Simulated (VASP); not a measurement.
A run of VASP 6.6.1:

Contents of INCAR:

```
SYSTEM = TiSi2
PREC = Accurate ; ENCUT = 600
EDIFF = 1E-7 ; ISMEAR = -1
SIGMA = 0.05 ; LREAL = .FALSE.
LASPH = .TRUE. ; NELM = 80
ALGO = Normal ; ISIF = 3
LWAVE = .FALSE. ; LCHARG = .FALSE.
LMAXMIX = 4 ; LDAU = .TRUE.
LDAUTYPE = 2 ; LDAUL = 2 -1
LDAUU = 2 0 ; LDAUJ = 0 0
LDAUPRINT = 1 ; GGA = PS
IBRION = 2 ; NSW = 60
EDIFFG = -0.01
```

The input KPOINTS:

```
regular mesh
0
G
  5 5 5
  0 0 0
```

The input POSCAR:

```
TiSi2
1.0
    0.0000000000      4.1175163063      4.2628978354
    2.3895119538      0.0000000000      4.2628978354
    2.3895119538      4.1175163063      0.0000000000
Ti Si
2 4
Direct
    0.7500000000      0.7500000000      0.7500000000
    0.5000000000      0.5000000000      0.5000000000
    0.4125656100      0.0874343900      0.4125656100
    0.0874343900      0.4125656100      0.0874343900
    0.1625656100      0.8374343900      0.1625656100
    0.8374343900      0.1625656100      0.8374343900
```

Potentials or basis: VASP PAW PBE potentials, release 64 (Ti_sv, Si).

Command:

```console
$ cat potpaw_PBE.64/Ti_sv/POTCAR potpaw_PBE.64/Si/POTCAR > POTCAR
$ mpirun -np 1 vasp_std > vasp.out
```

Hardware: 1 thread of Intel(R) Xeon(R) Platinum 8375C CPU @ 2.90GHz (Ice Lake), on a shared host.

Problem. How long does it take, and how much memory?

Solution. It took 8.2 min on 1 thread of Intel(R) Xeon(R) Platinum 8375C CPU @ 2.90GHz (Ice Lake), on a shared host, peak memory 0.3 GiB. Counts: scf iterations 71, k points 27, ion steps 7.
